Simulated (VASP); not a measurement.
**VASP 6.6.1 run: PbS**

INCAR

```
LCHARG = .FALSE.
LREAL = .FALSE.
IBRION = -1
ISMEAR = -1
SIGMA = 0.02
ENCUT = 520
EDIFF = 1E-7
LWAVE = .FALSE.
PREC = Accurate
LASPH = .TRUE.
GGA = PE
ALGO = VeryFast
ISIF = 2
NELECT = 19.9
NSW = 0
NBANDS = 17
NELM = 94
```

KPOINTS

```
KPOINTS created by Atomic Simulation Environment
0
Gamma
8 8 8
0 0 0
```

POSCAR

```
Pb S
 1.0000000000000000
     2.0303538912778363    1.1722253656461294    3.5538438819109945
    -2.0303538912778363    1.1722253656461294    3.5538438819109945
     0.0000000000000000   -2.3444507313922589    3.5538438818780098
 Pb  S
   1   1
Cartesian
 -0.0000000000000001 -0.0000000000978137 10.4285097546491734
  0.0000000000000000 -0.0000000000477456  5.0904298886688339
```

The recommended PBE PAW datasets give the neutral cell 20 valence electrons.

Command

```
mpirun -np 1 vasp_std
```

OSZICAR

```
N       E                     dE             d eps       ncg     rms          rms(c)
RMM:   1     0.146327933301E+03    0.14633E+03   -0.63164E+03  1105   0.991E+02
RMM:   2    -0.609092741254E+00   -0.14694E+03   -0.18249E+03  1105   0.263E+02
RMM:   3    -0.131109319088E+01   -0.70200E+00   -0.16865E+02  1105   0.132E+02
RMM:   4    -0.788851350983E+01   -0.65774E+01   -0.56783E+01  1105   0.817E+01
RMM:   5    -0.901710527350E+01   -0.11286E+01   -0.25868E+01  1105   0.540E+01
RMM:   6    -0.943122882255E+01   -0.41412E+00   -0.13244E+01  1105   0.354E+01
RMM:   7    -0.958706831373E+01   -0.15584E+00   -0.73313E+00  1105   0.253E+01
RMM:   8    -0.965218024215E+01   -0.65112E-01   -0.41077E+00  1105   0.178E+01
RMM:   9    -0.962379370463E+01    0.28387E-01   -0.17706E+00  3485   0.129E+01
RMM:  10    -0.969103821118E+01   -0.67245E-01   -0.32963E-01  3631   0.326E+00
...
RMM:  15    -0.928633524596E+01   -0.25108E-02   -0.10070E-02  2738   0.132E+00    0.137E-01
RMM:  16    -0.928627458221E+01    0.60664E-04   -0.48866E-03  3314   0.557E-01    0.110E-01
RMM:  17    -0.928645717057E+01   -0.18259E-03   -0.12414E-03  3252   0.353E-01    0.576E-02
RMM:  18    -0.928652494261E+01   -0.67772E-04   -0.17711E-04  3016   0.111E-01    0.853E-02
RMM:  19    -0.928651762549E+01    0.73171E-05   -0.68901E-05  3416   0.580E-02    0.504E-02
RMM:  20    -0.928651837597E+01   -0.75048E-06   -0.13401E-05  3398   0.304E-02    0.322E-02
RMM:  21    -0.928651813352E+01    0.24245E-06   -0.18553E-06  3123   0.115E-02    0.968E-03
RMM:  22    -0.928651829462E+01   -0.16110E-06   -0.42143E-07  2767   0.579E-03    0.511E-03
RMM:  23    -0.928651829411E+01    0.51477E-09   -0.83609E-08  1750   0.336E-03
   1 F= -.92865183E+01 E0= -.92860941E+01  d E =-.848438E-03
```

From OUTCAR

```
k-points           NKPTS =     65   k-points in BZ     NKDIM =     65   number of bands    NBANDS=     17

   NELECT =      19.9000    total number of electrons

   dimension x,y,z NGX =    32 NGY =   32 NGZ =   32
   dimension x,y,z NGXF=    64 NGYF=   64 NGZF=   64

  energy-cutoff  :      520.00
  volume of cell :       50.75
      direct lattice vectors                 reciprocal lattice vectors
     2.030353891  1.172225366  3.553843882     0.246262488  0.142179714  0.093795154
    -2.030353891  1.172225366  3.553843882    -0.246262488  0.142179714  0.093795154
     0.000000000 -2.344450731  3.553843882     0.000000000 -0.284359427  0.093795154

 k-points in reciprocal lattice and weights: KPOINTS created by Atomic Simulation Env
   0.00000000  0.00000000  0.00000000       0.002
   0.12500000 -0.00000000  0.00000000       0.012
   0.25000000 -0.00000000  0.00000000       0.012
   0.37500000 -0.00000000  0.00000000       0.012
   0.50000000 -0.00000000  0.00000000       0.006
   0.12500000  0.12500000  0.00000000       0.012
   0.25000000  0.12500000  0.00000000       0.023
   0.37500000  0.12500000  0.00000000       0.023
   ...

 E-fermi :   5.5885

 k-point     1 :       0.0000    0.0000    0.0000
  band No.  band energies     occupation
      1     -10.7176      2.00000
      2     -10.7176      2.00000
      3     -10.6995      2.00000
      4     -10.6768      2.00000
      5     -10.6768      2.00000
      6      -7.6680      2.00000
      7       0.1469      2.00000
      8       3.4866      2.00000
      9       4.0572      2.00000
     10       4.0572      2.00000
     11      11.5120      0.00000
     12      11.5120      0.00000
     13      11.5215      0.00000
     14      12.3556      0.00000
     15      13.2075      0.00000
     16      13.2075      0.00000
     17      15.3503      0.00000

 k-point     2 :       0.1250   -0.0000    0.0000
  band No.  band energies     occupation
      1     -10.7198      2.00000
      2     -10.7085      2.00000
      3     -10.6944      2.00000
      4     -10.6814      2.00000
      5     -10.6786      2.00000
      6      -7.5263      2.00000
      7      -0.3083      2.00000
      8       3.5924      2.00000
      9       4.0831      2.00000
     10       4.3327      2.00000
     11      10.1808      0.00000
     12      10.6579      0.00000
     13      10.6793      0.00000
     14      12.8123      0.00000
     15      12.9477      0.00000
     16      13.6206      0.00000
     17      16.3030      0.00000

 k-point     3 :       0.2500   -0.0000    0.0000
  band No.  band energies     occupation
      1     -10.7280      2.00000
      2     -10.6940      2.00000
      3     -10.6935      2.00000
      4     -10.6851      2.00000
      5     -10.6683      2.00000
      6      -7.1323      2.00000
      7      -1.2909      2.00000
      8       3.7800      2.00000
      9       4.1620      2.00000
     10       4.9353      2.00000
     11       8.4281      0.00000
     12       9.3356      0.00000
     13       9.4207      0.00000
     14      13.0207      0.00000
     15      13.7363      0.00000
     16      14.5594      0.00000
     17      18.5020      0.00000

 ...

  Total        0.1164360      0.1164360     -0.6559182      0.0000000      0.0000000      0.0000000
  in kB        3.6759140      3.6759140    -20.7075069      0.0000000      0.0000000      0.0000000
  external PRESSURE =      -4.4518930 kB  Pullay stress =       0.0000000 kB

 POSITION                                       TOTAL-FORCE (eV/Angst)
 -----------------------------------------------------------------------------------
      0.00000     -0.00000     10.42851         0.000000      0.000000     -0.003890
      0.00000     -0.00000      5.09043         0.000000     -0.000000      0.003890
 -----------------------------------------------------------------------------------
    total drift:                               -0.000000      0.000000     -0.000117

  FREE ENERGIE OF THE ION-ELECTRON SYSTEM (eV)
  ---------------------------------------------------
  free  energy   TOTEN  =        -9.2865182941 eV

  energy  without entropy=       -9.2856698563  energy(sigma->0) =       -9.28609408
```

It converged. Results: pressure -0.4 GPa.

The cell is charged and sits in a uniform background.

For comparison, a separate PBE run of the intended cell, on usual settings and not on those above, gives a gap of -0.21 eV on its mesh and a pressure of 3.8 GPa.

The run above took about 47 s on one core of a shared host (Intel Xeon Platinum 8488C) and held 0.21 GiB at most.
